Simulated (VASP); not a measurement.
# Si: relaxation of cell and atoms with PBE

The system is Si.

```
Si
1.0
     0.00000    2.72185    2.72185
     2.72185    0.00000    2.72185
     2.72185    2.72185    0.00000
Si
2
Direct
  0.50000 0.50000 0.50000
  0.75000 0.75000 0.75000
```

```yaml
Program: VASP 6.6.1
Task: relaxation of cell and atoms
Functional: PBE
Potentials_or_basis: VASP PAW PBE potentials, release 64 (Si_GW)
Cutoff: 630 eV
k_mesh: 8 × 8 × 8
Occupations: fermi-dirac, width 0.05 eV
Spin: no spin polarisation
Further_INCAR_settings: ALGO = Fast; EDIFF = 1e-06; IBRION = 2; EDIFFG = -0.01; NSW = 40; ISIF = 3
```

The relaxed volume is 20.46 Å³/atom. The relaxed cell is a = 3.868 Å, b = 3.868 Å, c = 3.868 Å, α = 60.00°, β = 60.00°, γ = 60.00° and the space group after relaxing (to 0.05 Å) is Fd-3m (No. 227). The energy gained by relaxing is 1.2 meV/atom and the ionic steps are 3. The pressure after relaxing is 0.0 GPa and the band gap on the k mesh is 0.65 eV, indirect (least direct gap 2.55 eV).

The path:
```csv
step,energy change (eV),largest force (eV/Å),pressure (GPa),volume (Å³)
1,0.0000,0.0000,1.33,40.33
2,-0.0014,0.0000,-0.83,41.31
3,-0.0024,0.0000,0.00,40.92
```

Final structure:
```
Si
1.0
     0.00000    2.73499    2.73499
     2.73499    0.00000    2.73499
     2.73499    2.73499    0.00000
Si
2
Cartesian
  2.7350 2.7350 2.7350
  4.1025 4.1025 4.1025
```

Levels at points of the mesh, in eV from the valence-band top:
```tsv
k point	band 2	band 3	band 4	band 5	band 6	band 7
(0.00, 0.00, 0.00)	0.00	0.00	0.00	2.55	2.55	2.55
(0.50, 0.00, 0.00)	-6.87	-1.18	-1.18	1.46	3.35	3.35
(0.50, 0.50, 0.00)	-7.75	-2.80	-2.80	0.75	0.75	9.92
```

It took 12 s on 1 thread of Intel(R) Xeon(R) 6975P-C (Granite Rapids) (shared host), peak memory 0.19 GiB.

A k mesh can miss the band edges. Expect the measured gap to be larger: semilocal functionals such as PBE lack the derivative discontinuity.
